The density of states counts how many electron states a crystal offers per electronvolt. States below the Fermi level, the zero of the energy scale here, are filled, and those above it are empty. The table gives this count for one cell of TiAl₃, one Ti and three Al atoms, and splits it among atomic shells.

Density of states of TiAl₃ (I4/mmm, 4 atoms per cell, 15.94 Å³ per atom), computed with Ansatz 0.2.0 using r2SCAN, scalar-relativistic plane-wave PAW, a 500 eV cutoff and no spin polarisation. Values are tetrahedron averages over 0.2 eV bins on a 24×24×24 k mesh, with energies relative to the Fermi level. Shell columns are Löwdin projections summed over sites.

| energy (eV) | density of states total (states/eV/cell) | DOS Al 3p (states/eV/cell) | DOS Ti 3d (states/eV/cell) | DOS Al 3s (states/eV/cell) | DOS Ti 4s (states/eV/cell) |
| --- | --- | --- | --- | --- | --- |
| -7.95 | 0.710 | 0.370 | 0.02 | 0.27 | 0.0400 |
| -7.55 | 0.760 | 0.400 | 0.03 | 0.28 | 0.0300 |
| -7.15 | 0.870 | 0.470 | 0.04 | 0.28 | 0.0400 |
| -6.75 | 0.990 | 0.550 | 0.06 | 0.32 | 0.0400 |
| -6.35 | 0.950 | 0.530 | 0.08 | 0.30 | 0.0200 |
| -5.95 | 0.750 | 0.420 | 0.07 | 0.22 | 0.0200 |
| -5.55 | 0.880 | 0.500 | 0.08 | 0.23 | 0.0400 |
| -5.15 | 1.090 | 0.620 | 0.1 | 0.30 | 0.0500 |
| -4.75 | 1.210 | 0.650 | 0.13 | 0.35 | 0.0400 |
| -4.35 | 1.120 | 0.610 | 0.15 | 0.30 | 0.0400 |
| -3.95 | 1.280 | 0.760 | 0.18 | 0.26 | 0.0500 |
| -3.55 | 1.280 | 0.800 | 0.18 | 0.22 | 0.0500 |
| -3.15 | 1.380 | 0.880 | 0.21 | 0.22 | 0.0400 |
| -2.75 | 1.600 | 0.880 | 0.31 | 0.33 | 0.0400 |
| -2.35 | 1.840 | 1.090 | 0.39 | 0.29 | 0.0300 |
| -1.95 | 2.060 | 1.160 | 0.56 | 0.26 | 0.0300 |
| -1.55 | 2.270 | 1.180 | 0.79 | 0.22 | 0.0300 |
| -1.15 | 3.600 | 1.760 | 1.53 | 0.21 | 0.0300 |
| -0.75 | 2.360 | 0.910 | 1.22 | 0.15 | 0.0200 |
| -0.35 | 2.570 | 0.740 | 1.62 | 0.12 | 0.0200 |
| 0.05 | 1.530 | 0.360 | 1.05 | 0.06 | 0.0100 |
| 0.45 | 1.210 | 0.220 | 0.94 | 0.02 | 0.0000 |
| 0.85 | 0.570 | 0.080 | 0.45 | 0 | 0.0000 |
| 1.25 | 1.680 | 0.460 | 1 | 0.09 | 0.0600 |
| 1.65 | 3.920 | 0.920 | 2.39 | 0.29 | 0.1400 |
| 2.05 | 5.300 | 1.060 | 3.64 | 0.16 | 0.1900 |
| 2.45 | 1.750 | 0.520 | 0.71 | 0.22 | 0.1300 |
| 2.85 | 2.140 | 0.640 | 0.94 | 0.30 | 0.0900 |
| 3.25 | 1.900 | 0.390 | 0.79 | 0.43 | 0.1000 |
| 3.65 | 3.650 | 0.810 | 1.42 | 0.90 | 0.1700 |
| 4.05 | 2.750 | 0.850 | 0.89 | 0.59 | 0.1200 |
| 4.45 | 2.390 | 0.930 | 0.56 | 0.50 | 0.0800 |
| 4.85 | 2.110 | 0.910 | 0.38 | 0.42 | 0.0500 |
| 5.25 | 1.550 | 0.670 | 0.24 | 0.31 | 0.0400 |
| 5.65 | 1.320 | 0.580 | 0.2 | 0.29 | 0.0200 |

The printed output after the text holds the ratios and counts used in the solutions.

**(a) Which shell supplies most of the states at the Fermi level?**

*Solution.* Ti 3d does. In the row at 0.05 eV it makes up 69 % of the total, and Al 3p another 24 %, although there are three Al atoms for each Ti. One reason is that the Ti 3d level lies close to the Fermi level; another is the size of the orbitals. A 3d orbital is compact and overlaps weakly with its neighbours, so its states stay crowded within a few electronvolts, whereas the wide Al orbitals overlap strongly and spread theirs over a far larger range. In addition, Al 3p has already fallen from 1.76 at −1.15 eV to 0.36 here, which part (e) takes up.

**(b) From −7.95 to −3.15 eV the total is low and has no tall peak. What kind of band is this?**

*Solution.* It is close to the band of a simple metal. For electrons that move freely in a cell of volume $V$, the density of states is

$$g(E)=\frac{V}{2\pi^2}\left(\frac{2m}{\hbar^2}\right)^{3/2}\sqrt{E-E_0}.$$

Here $m$ is the electron mass and $E_0$ the bottom of the band, which the same calculation puts at −10.66 eV. The cell volume is 4 × 15.94 Å³, and $\hbar^2/2m$ is about 3.8 eV Å², so the factor before the root is about 0.43. At −3.15 eV the root is $\sqrt{7.51}=2.74$, and $g$ comes to about 1.2 states/eV/cell.

The table has 1.38 there, which is the largest excess over the formula in this range. The largest shortfall is 20 %, at −5.95 eV. No constant was adjusted, so the formula captures the level of the deep band but not its bumps, which come from the crystal lattice.

The formula also comes within 8 % of the total at 0.05 eV, but that agreement is accidental. Part (a) showed that the states there are mostly 3d, which are not free-electron-like. A total alone does not reveal what kind of electrons a metal has.

**(c) A free Al atom has the configuration 3s² 3p¹. Does Al keep it in this crystal?**

*Solution.* No. The projection assigns each Al atom on average about 0.9 electrons in 3s and 2.3 in 3p. The sum stays near three, so the main change is from s to p within the atom. A transfer from Ti to Al comes on top but is smaller, about 0.3 electrons per Al atom when Bader's method divides the space between the atoms. Such populations depend on how the electrons are shared out, but the shift from s to p is large enough to be clear.

The broad band explains it. Only near its bottom do the waves look s-like on every atom; with shorter wavelength they change sign across an atom, and that is counted as p. Al 3p therefore exceeds Al 3s in every filled row of the table. Much of the missing 3s character lies above the Fermi level, where Al 3s overtakes Al 3p in the rows at 3.25 and 3.65 eV.

**(d) The total has a minimum at 0.85 eV. Is it a band gap?**

*Solution.* Not in this row, where 0.57 states/eV/cell remain. A dip that keeps some states is called a pseudogap. The bin just above it is not listed, so the table alone cannot exclude a narrow gap there. TiAl₃ is a metal either way, because the Fermi level lies on the falling side of the dip, where the density of states is still 1.60.

The dip is nevertheless deeper than a mere absence of d states would make it. The formula of part (b) gives about 1.5 at this energy, and the table has only 39 % of that. Something has removed states from the broad Al band as well.

**(e) What could thin out both kinds of states at the same energy?**

*Solution.* The projections show that both shells take part. Between −1.15 and 0.85 eV Al 3p falls by a factor of 22 and Ti 3d by a factor of 3.4, and both rise again above the dip. The standard explanation is mixing, or hybridisation: where a Ti 3d and an Al 3p state of similar energy overlap, they form one combination that is lowered and one that is raised. Few states are left in between.

The molecule LiH shows the principle with two levels. Its filled bonding orbital leans towards H, which has the lower level, and its empty antibonding orbital towards Li. TiAl₃ shows the same tendency: the ratio of Ti 3d to Al 3p is 1.6 over the five rows just below the minimum and 2.4 over the five just above it, so the upper states lean more towards Ti. This holds for the wider range only: with just the two nearest rows on each side the order is reversed, because just below the dip Al 3p has faded more than Ti 3d.

The analogy stops there. LiH has two sharp levels and a true gap, whereas the crystal has broad bands and keeps some states even at 0.85 eV. Ti 3d also leads on both sides of the dip, and it makes up 79 % of what is left at the minimum, presumably d states that find no suitable Al partner.

The table does not prove this mechanism. Projections tell where an electron is, not whether its state is bonding or antibonding. The lattice can also open partial gaps in a free-electron-like band without any d states, and these may add to the dip. An analysis of the Ti–Al bonds energy by energy would be needed to weigh the two.

**(f) Suppose V replaces Ti and the bands keep their shape. Where does the Fermi level go?**

*Solution.* V brings one more electron, so the question is how many electrons fit between the Fermi level and the minimum. Joining the values by straight lines gives

$$0.05\times\frac{1.60+1.53}{2}+0.2\times(1.53+2\times1.21+0.57)\approx 0.98.$$

On this estimate one extra electron moves the Fermi level into the dip. The density of states there is 36 % of its value at the Fermi level of TiAl₃.

That the count comes out so close to one is probably no accident. Each band holds two electrons per cell, so 13 valence electrons are enough for six and a half bands, and a 14th brings the count to seven. A dip is then expected at this filling if the seventh and eighth bands overlap only slightly. At Γ, where the wave is the same in every cell, they are well apart, at 0.84 and 1.72 eV, though a single point cannot prove this for the whole crystal.

This agrees with what is known of VAl₃, which has the same structure and its Fermi level in a deep pseudogap. Mixing also suggests why that filling is favourable: the lowered combinations are then occupied and the raised ones still empty. The estimate remains a rough one. Some of the bins it spans are not listed, and V has a lower d level than Ti and makes a smaller cell, which both change the bands.

The difference can be tested. At low temperature the electronic part of the heat capacity grows with the density of states at the Fermi level, so VAl₃ should have the smaller one. Resistivity is a poorer test, because it also depends on how fast the electrons move and how often they scatter.

**(g) Which digits can be trusted, and which setting would change the table most visibly?**

*Solution.* The spacing of the rows matters more than the printed decimals. Each row averages over 0.2 eV, but the rows are 0.4 eV apart, so half of the energy range is not shown. Between 2.05 and 2.45 eV the total drops by 3.55 states/eV/cell, and a row in between could lie almost anywhere. The position of a peak or of the minimum is therefore known only to a few tenths of an electronvolt, the dip may be deeper than the row at 0.85 eV shows, and listing every bin would probably change the picture most visibly.

Sums over many rows are safer. The filled rows, together with the free-electron formula for the part below the table, hold 13.2 electrons. The correct number is 13: the calculation treats 21 electrons, and 8 of them sit in the deep Ti 3s and 3p shells. The Ti 3d column adds up to 9.3 of the 10 states of a d shell, about a third of them filled.

The split among shells is less reliable at high energy. Below the Fermi level at most 5 % of the total lies outside the four listed shells, but above it the share reaches 19 %. Shells that are empty in the free atoms, such as Al 3d and Ti 4p, are not listed and probably hold much of this remainder.

Three settings limit what may be concluded. The energies are Kohn-Sham levels of one functional, and another would be expected to shift the d states somewhat against the Al band. Spin was switched off, so the table cannot show whether the d states would split magnetically, although TiAl₃ is known not to order. The cell was also held slightly larger than this functional prefers, and relaxing it would broaden the bands a little.

Numerical output:

```
Ti 3d and then Al 3p share of the total at 0.05 eV (%), Ti 3d: 68.63
Al 3p share of the total at 0.05 eV (%): 23.53
Al 3s plus 3p share of the total at -7.95 eV (%): 90.14
Al 3p over Al 3s at -7.95 eV (ratio): 1.37
total over free-electron value, mean of rows below -3 eV (ratio): 1.046
total over free-electron value, smallest below -3 eV (ratio): 0.796
total over free-electron value, largest below -3 eV (ratio): 1.16
total over free-electron value at -1.15 eV (ratio): 2.688
total over free-electron value at 0.05 eV (ratio): 1.077
total over free-electron value at 0.85 eV (ratio): 0.3869
Al 3p at -1.15 eV over Al 3p at 0.85 eV (ratio): 22
Ti 3d at -1.15 eV over Ti 3d at 0.85 eV (ratio): 3.4
Ti 3d share of the total at 0.85 eV (%): 78.95
Ti 3d over Al 3p, five rows below the minimum (ratio): 1.594
Ti 3d over Al 3p, five rows above the minimum (ratio): 2.411
electrons per cell from the Fermi level to 0.85 eV: 0.9822
total at 0.85 eV over the value at the Fermi level (%): 35.65
filled states in the window plus free-electron tail below it (electrons per cell): 13.21
filled Ti 3d in the window (electrons per cell): 3.257
Ti 3d in the whole window, filled and empty (states per cell): 9.34
mean Loewdin 3s population of an Al atom (electrons): 0.8561
mean Loewdin 3p population of an Al atom (electrons): 2.266
largest share outside the four shells, rows below 0 eV (%): 4.598
largest share outside the four shells, rows above 0 eV (%): 18.71
largest change of the total between neighbouring rows (states/eV/cell): 3.55
```
